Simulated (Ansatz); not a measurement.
**Response of HfN to small distortions**

```
CELL_PARAMETERS angstrom
0.00000 2.25900 2.25900
2.25900 0.00000 2.25900
2.25900 2.25900 0.00000
ATOMIC_POSITIONS crystal
Hf 0.00000 0.00000 0.00000
N 0.50000 0.50000 0.50000
```

Atoms are numbered in the order listed.

Conventional cell: a = 4.518 Å, b = 4.518 Å, c = 4.518 Å, α = 90.00°, β = 90.00°, γ = 90.00°. Hf (atom 1) is surrounded by 6 N at 2.26 Å. N (atom 2) is surrounded by 6 Hf at 2.26 Å.

The cell comes from COD entry 1539063, which wasn't checked; take it as a given geometry.

Spin polarisation is left out, and whether a magnetic state lies lower isn't shown here.

Spin–orbit coupling is left out, though it moves levels of the heavy atoms by tenths of an eV or more.

Level of theory: DFT, LDA, all-electron PAW with datasets made for the crystal, scalar-relativistic in Ansatz 0.2.0.

Settings: a Γ-centred 10×10×10 k mesh, Fermi–Dirac smearing of 0.03 eV, cutoff 420 eV (chosen by the program for this cell), no spin polarisation.

The unchanged cell is at -9.26 GPa.

In a metal, stresses and small energies carry noise from the k mesh.

x, y and z are the Cartesian axes of the cell as listed; fractional coordinates follow a strain, and an engineering shear is twice the off-diagonal strain component.

With equal xy, yz and zx engineering shear strains of -3 %: energy change +11 meV/atom; stress change (xx, yy, zz, yz, xz, xy) 0.20, 0.20, 0.20, 3.83, 3.83, 3.83 GPa, compression positive.

(1) With this change (equal xy, yz and zx engineering shear strains of -1 %), what becomes of the energy and stress?

(2) With this change (equal xy, yz and zx engineering shear strains of +2 %), what becomes of the energy and stress?

With equal xy, yz and zx engineering shear strains of -2 %: energy change +4 meV/atom; stress change (xx, yy, zz, yz, xz, xy) 0.09, 0.09, 0.09, 2.32, 2.32, 2.32 GPa, compression positive.

(3) With this change (equal xy, yz and zx engineering shear strains of +1 %), what becomes of the energy and stress?

(4) With this change (equal xy, yz and zx engineering shear strains of +3 %), what becomes of the energy and stress?

Results:

(1) Energy change +1 meV/atom; stress change (xx, yy, zz, yz, xz, xy) 0.02, 0.02, 0.02, 0.98, 0.98, 0.98 GPa, compression positive.

(2) Energy change +5 meV/atom; stress change (xx, yy, zz, yz, xz, xy) 0.11, 0.11, 0.11, -2.27, -2.27, -2.27 GPa, compression positive.

(3) Energy change +1 meV/atom; stress change (xx, yy, zz, yz, xz, xy) 0.02, 0.02, 0.02, -1.09, -1.09, -1.09 GPa, compression positive.

(4) Energy change +10 meV/atom; stress change (xx, yy, zz, yz, xz, xy) 0.25, 0.25, 0.25, -3.57, -3.57, -3.57 GPa, compression positive.
